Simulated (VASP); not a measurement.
# VASP 6.6.1 run: LiH

INCAR

```
EDIFF = 1E-7
LWAVE = .FALSE.
LASPH = .TRUE.
EDIFFG = -5E-3
IBRION = 2
PSTRESS = 500
ISMEAR = -1
ISIF = 3
NELM = 120
NSW = 40
GGA = PS
PREC = High
LCHARG = .FALSE.
LREAL = .FALSE.
SIGMA = 0.02
NBANDS = 9
ENCUT = 600
```

KPOINTS

```
KPOINTS created by Atomic Simulation Environment
0
Gamma
10 10 10
0 0 0
```

POSCAR

```
Li H
 1.0000000000000000
    -0.0000000000000000    2.0029948450773136    2.0029948450773136
     2.0029948450773136    0.0000000000000000    2.0029948450773136
     2.0029948450773136    2.0029948450773136    0.0000000000000000
 Li  H
   1   1
Cartesian
 -0.0000000000000000  0.0000000000000000  0.0000000000000000
  2.0029948450773136  2.0029948450773136  2.0029948450773136
```

The recommended PBE PAW datasets give the neutral cell 4 valence electrons.

Command

```
mpirun -np 1 vasp_std
```

OSZICAR

```
N       E                     dE             d eps       ncg     rms          rms(c)
DAV:   1    -0.924680106039E+00   -0.92468E+00   -0.14936E+03   846   0.432E+02
DAV:   2    -0.622836567540E+01   -0.53037E+01   -0.52708E+01  1153   0.590E+01
DAV:   3    -0.634409500081E+01   -0.11573E+00   -0.11563E+00  1073   0.726E+00
DAV:   4    -0.634499120046E+01   -0.89620E-03   -0.89605E-03  1120   0.531E-01
DAV:   5    -0.634499951950E+01   -0.83190E-05   -0.83189E-05  1030   0.392E-02    0.269E+00
DAV:   6    -0.617604520947E+01    0.16895E+00   -0.14237E-01   950   0.115E+00    0.134E+00
DAV:   7    -0.611985478681E+01    0.56190E-01   -0.17269E-01   984   0.144E+00    0.201E-01
DAV:   8    -0.612099972899E+01   -0.11449E-02   -0.36728E-03   972   0.430E-01    0.336E-02
DAV:   9    -0.612096144748E+01    0.38282E-04   -0.10477E-04  1067   0.428E-02    0.724E-03
DAV:  10    -0.612096017676E+01    0.12707E-05   -0.43950E-06  1009   0.160E-02    0.254E-03
...
DAV:   4    -0.544591399733E+01    0.12880E-06   -0.10178E-06   932   0.107E-02    0.143E-03
DAV:   5    -0.544591401182E+01   -0.14488E-07   -0.74676E-08   967   0.257E-03
  17 F= -.25751632E+01 E0= -.25751632E+01  d E =-.400033E-03
       N       E                     dE             d eps       ncg     rms          rms(c)
DAV:   1    -0.544112899597E+01    0.47850E-02   -0.30723E-04   850   0.123E-01    0.308E-02
DAV:   2    -0.544112403378E+01    0.49622E-05   -0.34164E-06   884   0.203E-02    0.175E-02
DAV:   3    -0.544112269041E+01    0.13434E-05   -0.47462E-06  1069   0.137E-02    0.963E-04
DAV:   4    -0.544112258979E+01    0.10061E-06   -0.20849E-07   933   0.486E-03    0.652E-04
DAV:   5    -0.544112259275E+01   -0.29554E-08   -0.15332E-08   886   0.117E-03
  18 F= -.25751770E+01 E0= -.25751770E+01  d E =-.413825E-03
```

From OUTCAR

```
k-points           NKPTS =     47   k-points in BZ     NKDIM =     47   number of bands    NBANDS=      9

   NELECT =       4.0000    total number of electrons

   dimension x,y,z NGX =    24 NGY =   24 NGZ =   24
   dimension x,y,z NGXF=    30 NGYF=   30 NGZF=   30

  energy-cutoff  :      600.00
  volume of cell :        9.18
      direct lattice vectors                 reciprocal lattice vectors
     0.000000000  1.662109028  1.662109028    -0.300822625  0.300822625  0.300822625
     1.662109028  0.000000000  1.662109028     0.300822625 -0.300822625  0.300822625
     1.662109028  1.662109028  0.000000000     0.300822625  0.300822625 -0.300822625

 k-points in reciprocal lattice and weights: KPOINTS created by Atomic Simulation Env
   0.00000000  0.00000000  0.00000000       0.001
   0.10000000  0.00000000  0.00000000       0.008
   0.20000000  0.00000000  0.00000000       0.008
   0.30000000  0.00000000  0.00000000       0.008
   0.40000000  0.00000000  0.00000000       0.008
   0.50000000  0.00000000  0.00000000       0.004
   0.10000000  0.10000000  0.00000000       0.006
   0.20000000  0.10000000  0.00000000       0.024
   ...

 E-fermi :   4.0793

 k-point     1 :       0.0000    0.0000    0.0000
  band No.  band energies     occupation
      1     -40.3245      2.00000
      2      -4.0649      2.00000
      3      27.7215      0.00000
      4      27.7215      0.00000
      5      27.7216      0.00000
      6      28.6832      0.00000
      7      33.9758      0.00000
      8      33.9758      0.00000
      9      33.9758      0.00000

 k-point     2 :       0.1000    0.0000    0.0000
  band No.  band energies     occupation
      1     -40.2913      2.00000
      2      -3.8882      2.00000
      3      24.1987      0.00000
      4      27.0976      0.00000
      5      27.0977      0.00000
      6      28.1624      0.00000
      7      33.1821      0.00000
      8      35.2495      0.00000
      9      35.2495      0.00000

 k-point     3 :       0.2000    0.0000    0.0000
  band No.  band energies     occupation
      1     -40.2041      2.00000
      2      -3.3639      2.00000
      3      19.0241      0.00000
      4      26.1254      0.00000
      5      26.1255      0.00000
      6      26.2741      0.00000
      7      34.6469      0.00000
      8      35.1755      0.00000
      9      35.1755      0.00000

 k-point     4 :       0.3000    0.0000    0.0000
  band No.  band energies     occupation
      1     -40.0956      2.00000
      2      -2.5412      2.00000
      3      14.5146      0.00000
      4      24.5267      0.00000
      5      25.5450      0.00000
      6      25.5451      0.00000
      7      32.2097      0.00000
      8      32.2097      0.00000
      9      37.2663      0.00000

 k-point     5 :       0.4000    0.0000    0.0000
  band No.  band energies     occupation
      1     -40.0072      2.00000
      2      -1.6352      2.00000
      3      11.3057      0.00000
      4      23.3817      0.00000
      5      25.4545      0.00000
      6      25.4546      0.00000
      7      30.0298      0.00000
      8      30.0299      0.00000
      9      40.5597      0.00000

 ...

  Total        2.8659000      2.8659000      2.8659000      0.0000000     -0.0000000     -0.0000000
  in kB      499.9920452    499.9920452    499.9920452      0.0000000     -0.0000000     -0.0000000
  external PRESSURE =      -0.0079548 kB  Pullay stress =     500.0000000 kB

 POSITION                                       TOTAL-FORCE (eV/Angst)
 -----------------------------------------------------------------------------------
      0.00000      0.00000      0.00000        -0.000000      0.000000      0.000000
      1.66211      1.66211      1.66211         0.000000     -0.000000     -0.000000
 -----------------------------------------------------------------------------------
    total drift:                               -0.000000      0.000000      0.000000

  FREE ENERGIE OF THE ION-ELECTRON SYSTEM (eV)
  ---------------------------------------------------
  free  energy   TOTEN  =        -5.4411225927 eV

  energy  without entropy=       -5.4411225927  energy(sigma->0) =       -5.44112259
```

```tsv
ionic step	ΔH (meV/atom)	volume (Å³)	largest force (eV/Å)	pressure (GPa)	electronic steps
1	0.0	16.07	0.000	-0.85	14
2	-667.2	10.84	0.000	26.12	10
3	-731.1	9.55	0.000	43.42	9
4	-734.9	9.16	0.000	50.48	8
5	-734.7	9.27	0.000	48.31	5
6	-734.7	9.27	0.000	48.32	2
7	-734.7	9.27	0.000	48.41	3
12	-734.7	9.27	0.000	48.44	2
13	-734.8	9.26	0.000	48.49	3
14	-734.8	9.26	0.000	48.57	3
15	-734.8	9.25	0.000	48.73	4
16	-734.9	9.23	0.000	49.06	5
17	-734.9	9.20	0.000	49.71	5
18	-734.9	9.18	0.000	50.00	5
```

It converged. Results: relaxed cell vector lengths 2.351, 2.351, 2.351 Å; relaxed cell volume 9.18 Å³.

 The volume moved far on the plane waves of the start cell, so a restart from CONTCAR is due.

For comparison, a separate PBEsol relaxation on usual settings, not on those above, ends at 15.69 Å³.

The run above took about 17 s on one core of a shared host (Intel Xeon 6975P-C) and held 0.12 GiB at most.
